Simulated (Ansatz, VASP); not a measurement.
# NiSb in VASP and in Ansatz

```
Ni Sb
1.0
     3.97566    0.00000    0.00000
    -1.98783    3.44302    0.00000
     0.00000    0.00000    5.15685
Ni Sb
2 2
Direct
  0.00000 0.00000 0.00000
  0.00000 0.00000 0.50000
  0.33333 0.66667 0.25000
  0.66667 0.33333 0.75000
```

Alike in both runs: functional PBE; k mesh 12 × 12 × 8; occupations gaussian, width 0.1 eV; no spin polarisation.

Ansatz relaxed the structure, and its values are those at the end. VASP's run is a single point on that final structure, the one shown.

|  | VASP | Ansatz |
| --- | --- | --- |
| version | VASP 6.6.1 | Ansatz 0.2.0 |
| potentials or method | VASP PAW PBE potentials, release 64 (Ni, Sb) | scalar-relativistic, plane waves, PAW |
| plane-wave cutoff (eV) | 520 | 420 |
| valence electrons in the cell | 30 | 66 |

Ansatz gave:

| Property | Result |
| --- | --- |
| gap on the k mesh at the Fermi level (eV) | none |
| pressure (GPa) | 0.0 |

Estimate VASP's values.

gap on the k mesh at the Fermi level (eV): none; pressure (GPa): -0.2.

A gap of «none» marks a metal or a gap that the smearing closes. With one functional, cell and mesh, what is left measures potentials, basis and numerics. The two sets of potentials don't hold the same shells in valence.

Spin-orbit coupling is left out, which matters for the levels of Sb. Spin polarisation is off, so any magnetic state and its effect on volume and gap are missing.
